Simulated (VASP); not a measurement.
# CdSe (P6_3mc): a series in a change of volume, part 2 of 2

Strain engineering needs slopes: what does a change of volume do to the lattice and the band edges of CdSe?

VASP 6.6.1, plane waves and PAW; the level of theory is named at each step.

So far: The structure; Relax the crystal, LDA; Relax at fixed volume, LDA; Band edges, TB-mBJ with spin-orbit coupling; Band edges, r2SCAN.

## 5. Band edges, r2SCAN (continued)

Level of this step: r2SCAN; plane waves and PAW (Cd, Se) (VASP).

OUTCAR, selected parts (step 5):

```text
  Total        1.8759323      1.8759323      1.8431789      0.0000000      0.0000000      0.0000000
  in kB       27.2752173     27.2752173     26.7989977      0.0000000      0.0000000      0.0000000
  external PRESSURE =      27.1164775 kB  Pullay stress =       0.0000000 kB

 POSITION                                       TOTAL-FORCE (eV/Angst)
 -----------------------------------------------------------------------------------
     -0.00000      2.46550      0.00565         0.000000     -0.000000      0.003479
      2.13519      1.23275      3.49439        -0.000000      0.000000      0.003479
     -0.00000      2.46550      2.62485        -0.000000     -0.000000     -0.003479
      2.13519      1.23275      6.11359        -0.000000     -0.000000     -0.003479
 -----------------------------------------------------------------------------------
    total drift:                                0.000000      0.000001     -0.000896

  FREE ENERGIE OF THE ION-ELECTRON SYSTEM (eV)
  ---------------------------------------------------
  free  energy   TOTEN  =     -1041.6876365205 eV

  energy  without entropy=    -1041.6876365205  energy(sigma->0) =    -1041.68763652

[... 1 part as in an earlier step ...]

[... 2 further parts left out ...]
[key lines of the parts left out:]
E-fermi :   1.0962
```

Read from the output:

| Item | Value |
| --- | --- |
| energy(sigma→0) of the program | -1041.6876 eV |
| stress, compression positive | xx, yy, zz 2.73, 2.73, 2.68 GPa |

The run ends at a pressure of 2.71 GPa, with forces up to 0.0035 eV/Å.

## 6. All members

Runs beyond LDA use the data sets made with LDA; this shifts their levels slightly, and their total energies have another zero (at TB-mBJ, which has no energy functional, they mean nothing).

The other members went through these steps as far as the tables show, with the same cutoff and, step by step, the same mesh; 25 runs are not shown. The session took 3.6 core hours (wall time by ranks) on a shared machine.

| volume over the relaxed volume | volume (Å³/atom) | pressure (GPa) | energy above the unstrained row (meV/atom) | gap on the mesh, LDA (eV) |
| --- | --- | --- | --- | --- |
| 0.940 | 25.639 | 4.165 | 21.574 | 0.612 |
| 0.960 | 26.185 | 2.619 | 9.582 | 0.568 |
| 0.980 | 26.730 | 1.243 | 2.562 | 0.526 |
| 0.990 | 27.003 | 0.604 | 0.760 | 0.504 |
| 1 | 27.276 | 0.007 | 0.000 | 0.482 |
| 1.010 | 27.549 | -0.557 | 0.222 | 0.461 |
| 1.020 | 27.821 | -1.089 | 1.394 | 0.439 |
| 1.040 | 28.367 | -2.069 | 6.334 | 0.398 |
| 1.060 | 28.912 | -2.942 | 14.444 | 0.358 |

A cubic of the pressure in ln(V/V₀) through all rows has the slope −B at V₀: B = 58 GPa, and its curvature gives B′ = 4.7.

Band edges at TB-mBJ with spin-orbit coupling, counted from the valence-band top at Γ, spin-orbit pairs averaged, with one row partly withheld:

| volume over the relaxed volume | gap (eV) | conduction band at Γ (eV) | lowest conduction level on M–L (eV) | second valence level below the top (eV) | third valence level below the top (eV) |
| --- | --- | --- | --- | --- | --- |
| 0.940 | 2.095 | 2.095 | 3.681 | 0.038 | 0.361 |
| 0.960 | 2.055 | 2.055 | 3.689 | 0.035 | 0.359 |
| 0.980 | 2.018 | 2.018 | 3.698 | 0.030 | 0.356 |
| 0.990 | 1.998 | 1.998 | 3.699 | 0.029 | 0.355 |
| 1 | ? | ? | 3.699 | 0.028 | 0.355 |
| 1.010 | 1.959 | 1.959 | 3.698 | 0.027 | 0.354 |
| 1.020 | 1.939 | 1.939 | 3.697 | 0.027 | 0.355 |
| 1.040 | 1.895 | 1.895 | 3.688 | 0.026 | 0.354 |
| 1.060 | 1.858 | 1.858 | 3.682 | 0.023 | 0.353 |

Conduction masses, in electron masses:

| volume over the relaxed volume | conduction mass at Γ, along the strain axis or the normal of the plane | conduction mass at Γ, across the strain axis or in the plane |
| --- | --- | --- |
| 0.940 | 0.160 | 0.180 |
| 0.960 | 0.161 | 0.180 |
| 0.980 | 0.162 | 0.180 |
| 0.990 | 0.161 | 0.179 |
| 1 | 0.160 | 0.178 |
| 1.010 | 0.161 | 0.178 |
| 1.020 | 0.160 | 0.178 |
| 1.040 | 0.161 | 0.178 |
| 1.060 | 0.161 | 0.177 |

Band edges at r2SCAN, counted from the valence-band top at Γ:

| volume over the relaxed volume | gap (eV) | conduction band at Γ (eV) | lowest conduction level on M–L (eV) | second valence level below the top (eV) | third valence level below the top (eV) |
| --- | --- | --- | --- | --- | --- |
| 0.940 | 1.367 | 1.367 | 3.158 | 0.000 | 0.079 |
| 0.960 | 1.319 | 1.319 | 3.163 | 0.000 | 0.072 |
| 0.980 | 1.273 | 1.274 | 3.166 | 0.000 | 0.063 |
| 0.990 | 1.249 | 1.249 | 3.164 | 0.000 | 0.061 |
| 1 | 1.225 | 1.225 | 3.161 | 0.000 | 0.059 |
| 1.010 | 1.202 | 1.202 | 3.158 | 0.000 | 0.058 |
| 1.020 | 1.178 | 1.178 | 3.154 | 0.000 | 0.056 |
| 1.040 | 1.131 | 1.131 | 3.144 | 0.000 | 0.053 |
| 1.060 | 1.087 | 1.087 | 3.135 | 0.000 | 0.048 |

Conduction masses, in electron masses:

| volume over the relaxed volume | conduction mass at Γ, along the strain axis or the normal of the plane | conduction mass at Γ, across the strain axis or in the plane |
| --- | --- | --- |
| 0.940 | 0.102 | 0.112 |
| 0.960 | 0.101 | 0.110 |
| 0.980 | 0.100 | 0.108 |
| 0.990 | 0.098 | 0.106 |
| 1 | 0.097 | 0.105 |
| 1.010 | 0.097 | 0.104 |
| 1.020 | 0.096 | 0.103 |
| 1.040 | 0.094 | 0.101 |
| 1.060 | 0.092 | 0.099 |

## 7. Working out the slope

The quantity to fit is the conduction level at Γ above the mean of the three top valence levels at TB-mBJ with spin-orbit coupling: 2.228, 2.186, 2.146, 2.126, 2.086, 2.066, 2.022, 1.983 eV in the rows shown.

Fitting a parabola to the 8 known rows (u: logarithm of the volume ratio) gives E = − 1.252 u² − 2.039 u + 2.106 in eV; the residuals are 9.1e-4 eV r.m.s.

At u = 0 this predicts 2.1058 eV.

## 8. Prediction against calculation

The calculation gives 2.1060 eV, so the prediction is 0.0002 eV too low.

## 9. Results

| Property | Result |
| --- | --- |
| bulk modulus | 58 GPa |
| gap of the unstrained cell, r2SCAN | 1.23 eV |
| dE/d ln V of the conduction level at Γ above the mean of the three top valence levels, TB-mBJ with spin-orbit coupling | -2.04 eV |
| error of the predicted row | -0.2 meV |

The slope of the energy gives 0.15 GPa at the relaxed volume where the pressure column has 0.01 GPa, a mark of the finite basis. At TB-mBJ with spin-orbit coupling the lowest conduction valley is Γ throughout, and the gap runs between 1.86 and 2.09 eV. At r2SCAN the lowest conduction valley is Γ throughout, and the gap runs between 1.09 and 1.37 eV. Hole masses are left out throughout, since the top bands are degenerate or cross in many series; of conduction masses, those of the Γ, L and (for Si and Ge under (001) strain) Δ valleys are kept where they change by under an eighth between rows. TB-mBJ is a potential fitted for gaps; it has no energy functional, so its total energies and forces mean nothing, and its bands tend to come out too narrow. r2SCAN opens gaps somewhat over GGA but leaves them below measured values as a rule. Spin-orbit coupling is left out at r2SCAN, so the valence splittings there lack it. Temperature, zero-point motion and excitons are left out.

[Lines on the potential files, build, host, timing and source positions are cut from VASP's logs without a mark.]

[Logs are printed without paths, hosts, clocks, repeated set-up lines and the standing remarks that a program may print on its own settings, such as how far it seeks lower states.]

[Hosts, paths, dates, database ids (printed as entryN), source tags and the programs' standing remarks are cut or masked in the printed files.]

[In band tables of VASP the shares of atoms and orbitals are scaled to a sum of 1 inside the atoms' spheres.]
